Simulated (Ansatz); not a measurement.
## Pressure against volume: AgI

```
Ag I
1.0
     0.00000    3.23650    3.23650
     3.23650    0.00000    3.23650
     3.23650    3.23650    0.00000
Ag I
1 1
Direct
  0.00000 0.00000 0.00000
  0.75000 0.75000 0.75000
```

The cell is COD entry 9008829, as deposited and not checked against the literature; nothing was relaxed. It differs from other determinations.

Spin–orbit coupling is left out, though it moves levels of the heavy atoms by tenths of an eV or more.

Methods: DFT, PBE, all-electron LAPW, scalar-relativistic (Ansatz 0.2.0); DFT, PBE, PAW with Ansatz's default frozen-core files, scalar-relativistic (Ansatz 0.2.0).

For LAPW: a Γ-centred 7×7×7 k mesh, Fermi–Dirac smearing of 0.01 eV, basis error target 0.5 meV/atom, no spin polarisation. PAW takes a cutoff of 420 eV at this cell. The Ansatz runs share mesh, smearing and spin set-up. Plane-wave (PAW) pressures include the program's estimate of the Pulay term.

The cell above is scaled evenly, with fractional coordinates and shape held.

```
V/V(cell)  V (Å³/atom)  P, LAPW (GPa)  P, PAW (GPa)  gap on the k mesh, LAPW (eV)  free energy over the lowest listed, PAW (meV/atom)
   0.9600       32.546           3.94          3.93                          1.34                                                38.8
   0.9800       33.224           3.04          3.03                          1.34                                                24.2
   1.0000       33.902           2.25          2.23                          1.34                                                13.0
   1.0200       34.580           1.54          1.53                          1.34                                                 5.1
   1.0400       35.258           0.91          0.90                          1.34                                                 0.0
```
